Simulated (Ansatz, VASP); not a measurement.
# One calculation of Y, two programs

```
Y
1.0
     0.00000    2.68380    2.68380
     2.68380    0.00000    2.68380
     2.68380    2.68380    0.00000
Y
1
Direct
  0.00000 0.00000 0.00000
```

Change from the starting cell: strain +0.080 along x and y, +0.080 along z, atoms carried along.

Alike in both runs: task single point; functional PBEsol; k mesh 16 × 16 × 16; occupations gaussian, width 0.15 eV; no spin polarisation.

|  | VASP | Ansatz |
| --- | --- | --- |
| version | VASP 6.6.1 | Ansatz 0.2.0 |
| potentials or method | VASP PAW PBE potentials, release 64 (Y_sv) | scalar-relativistic, plane waves, PAW |
| plane-wave cutoff (eV) | 520 | 420 |
| valence electrons in the cell | 11 | 11 |

|  | VASP | Ansatz | Ansatz less VASP |
| --- | --- | --- | --- |
| gap on the k mesh at the Fermi level (eV) | none | none | - |
| pressure (GPa) | -6.5 | -6.5 | +0.06 |

A gap of «none» marks a metal or a gap that the smearing closes.

Caveats: the PAW data sets were made with another functional, which shifts forces and pressure a little (VASP).
